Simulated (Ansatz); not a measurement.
GaSb under changes of volume

One of the cells (24.084 Å³/atom); the others are scaled copies at fixed shape and fractional positions:

```xyz
2
Lattice="-1.5559 2.6750 2.8933 1.5559 -2.6750 2.8933 1.5559 2.6750 -2.8933" Properties=species:S:1:pos:R:3 pbc="T T T"
Sb    0.0000    0.0000    2.8933
Ga    0.0000    0.0000    0.0000
```

Measurements of this composition are mostly on another form, of space group No. 216.

```yaml
Program: Ansatz 0.2.0
Functional: PBE
Potentials_or_basis: all-electron LAPW, scalar-relativistic
Cutoff: 241 eV (chosen from the basis error)
Basis_error_allowed: 0.0005 eV/atom
k_mesh: 10 × 10 × 10
Occupations: fermi-dirac, width 0.05 eV
Spin: no spin polarisation
```

| volume (Å³/atom) | energy over the lowest point (meV/atom) | pressure (GPa) |
| --- | --- | --- |
| 22.639 | 15.24 | 3.7 |
| 23.121 | 6.28 | 2.3 |
| 23.602 | 1.35 | 1.0 |
| 24.084 | 0.00 | -0.1 |
| 24.566 | 1.82 | -1.1 |
| 25.048 | 6.44 | -1.9 |
| 25.529 | ? | ? |

Q: What does the run at 25.529 Å³/atom give?

A: Energy over the lowest point 13.56 meV/atom; pressure -2.7 GPa.

Worked out: A Birch-Murnaghan fit of order 3 (a polynomial in V^(-2/3)) to the other rows has its minimum at 24.04 Å³/atom with B0 = V·E''(V) = 53 GPa and B' = 5.0 at fixed shape and positions, which overstates the stiffness. It gives 13.54 meV/atom at 25.529 Å³/atom, against the run's 13.56, and -dE/dV = -2.7 GPa, against -2.7.

Energies are extrapolated to zero smearing.
